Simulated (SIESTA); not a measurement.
MgS (Niningerite):

```
CELL_PARAMETERS angstrom
0.00000 2.60165 2.60165
2.60165 0.00000 2.60165
2.60165 2.60165 0.00000
ATOMIC_POSITIONS crystal
S 0.50000 0.50000 0.50000
Mg 0.00000 0.00000 0.00000
```

Base run:

| Property | Result |
| --- | --- |
| Program | SIESTA 5.4.2 |
| Functional | PBE |
| Potentials or basis | PseudoDojo 0.4 standard (PBE files) |
| Basis | DZP (energy shift 0.003 Ry; two zetas on semicore shells) |
| Grid cutoff | 800 Ry |
| Energy shift | 0.003 Ry |
| k mesh | 9 × 9 × 9 |
| Occupations | fermi-dirac, width 0.05 eV |
| Spin | no spin polarisation |

Its results: band gap on the k mesh 2.85 eV, indirect (least direct gap 3.77 eV); pressure 3.4 GPa.

**Question.** The run is repeated on the same cell with these changes: functional from PBE to vdW-DF-cx. What comes out?

**Answer.** Band gap on the k mesh 2.96 eV, indirect (least direct gap 3.86 eV); pressure 2.6 GPa.

Caveats: the basis of atomic orbitals isn't converged, which shifts pressures, moduli and gaps; the basis holds too few empty states to meet the f-sum rule, so the spectrum is short of weight at high energy (some runs); an odd mesh through Γ misses points on the zone boundary, where band edges often lie (some runs); the potentials were made for another functional, which shifts forces and pressure (some runs); the mesh misses the band edges, which the band path finds closer together (some runs).

Not every run made on this cell is shown here.
